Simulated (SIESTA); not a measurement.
Crystal: CoO.

```
Co O
1.0
     1.50547    0.86918    2.43993
    -1.50547    0.86918    2.43993
     0.00000   -1.73837    2.43993
Co O
1 1
Cartesian
  0.0000 0.0000 0.0000
  0.0000 0.0000 3.6599
```

The cell is a database's computed one.

Base run:

```yaml
Program: SIESTA 5.4.2
Functional: PBE
Potentials_or_basis: Ansatz NC with PseudoDojo 0.4 standard (PBE files)
Basis: DZP (energy shift 0.003 Ry; two zetas on semicore shells)
Grid_cutoff: 800 Ry
Energy_shift: 0.003 Ry
k_mesh: 8 × 8 × 8
Occupations: fermi-dirac, width 0.05 eV
Spin: collinear spin, ferromagnetic start
Starting_moments: "[2.0, 0.0] μB"
```

Its results: band gap on the k mesh none (metal or under the smearing width); pressure 3.2 GPa; net moment 2.95 μB per cell; site moments Co +2.60; O +0.35 μB.

Problem. The run is repeated on the same cell with these changes: potentials or basis from Ansatz NC with PseudoDojo 0.4 standard (PBE files) to PseudoDojo 0.4 stringent (PBE files). What comes out?

Solution. Band gap on the k mesh none (metal or under the smearing width); pressure 0.8 GPa; net moment 2.94 μB per cell; site moments Co +2.59; O +0.35 μB.

Caveats: short orbitals over semicore shells can move pressures by several GPa; the basis of atomic orbitals isn't converged, which shifts pressures, moduli and gaps; a cell with one magnetic atom can't hold antiferromagnetic order, which such compounds often take; semilocal functionals often make such compounds metallic where correlation or magnetic order opens a gap, which also shifts bond lengths.
